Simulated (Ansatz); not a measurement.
**Equation of state of Y**

```xyz
1
Lattice="0.0000 2.5319 2.5319 2.5319 0.0000 2.5319 2.5319 2.5319 0.0000" Properties=species:S:1:pos:R:3 pbc="T T T"
Y     0.0000    0.0000    0.0000
```

The cell was built from the fcc type and relaxed in the same program, and has space group Fm-3m; it needn't be a known or the stable phase.

Spin polarisation is left out, and whether a magnetic state lies lower isn't shown here.

All numbers are computed: DFT, PBE, all-electron LAPW, scalar-relativistic (Ansatz 0.2.0); DFT, PBE, PAW with Ansatz's default frozen-core files, scalar-relativistic (Ansatz 0.2.0).

For LAPW: a Γ-centred 12×12×12 k mesh, Fermi–Dirac smearing of 0.03 eV, basis error target 0.5 meV/atom, no spin polarisation. PAW takes a cutoff of 420 eV at this cell. The Ansatz runs share mesh, smearing and spin set-up. Plane-wave (PAW) pressures include the program's estimate of the Pulay term.

The cell above is scaled evenly, with fractional coordinates and shape held.

```json
{"V/V(cell)": "0.9500", "V (Å³/atom)": "30.839", "P, LAPW (GPa)": "2.16", "P, PAW (GPa)": "2.16", "free energy over the lowest listed, PAW (meV/atom)": "10.4"}
{"V/V(cell)": "0.9750", "V (Å³/atom)": "31.651", "P, LAPW (GPa)": "1.00", "P, PAW (GPa)": "1.00", "free energy over the lowest listed, PAW (meV/atom)": "2.4"}
{"V/V(cell)": "1.0000", "V (Å³/atom)": "32.462", "P, LAPW (GPa)": "-0.03", "P, PAW (GPa)": "-0.03", "free energy over the lowest listed, PAW (meV/atom)": "0.0"}
{"V/V(cell)": "1.0250", "V (Å³/atom)": "33.274", "P, LAPW (GPa)": "?", "P, PAW (GPa)": "?", "free energy over the lowest listed, PAW (meV/atom)": "?"}
{"V/V(cell)": "1.0500", "V (Å³/atom)": "34.086", "P, LAPW (GPa)": "-1.80", "P, PAW (GPa)": "-1.80", "free energy over the lowest listed, PAW (meV/atom)": "9.6"}
```

Task: Fill in the row V/V(cell) = 1.0250.

Result: P, LAPW (GPa) = -0.96, P, PAW (GPa) = -0.96, free energy over the lowest listed, PAW (meV/atom) = 2.6.

Task: What do Birch–Murnaghan fits to the pressures give?

Result: LAPW: V0 = 32.44 Å³/atom, B0 = 39 GPa, B0′ = 3.3; PAW: V0 = 32.43 Å³/atom, B0 = 39 GPa, B0′ = 3.3.

PAW's V0 lies 0.00 % from the all-electron value and its B0 0.0 %. Symmetry fixes shape and coordinates here, so this is the relaxed modulus.
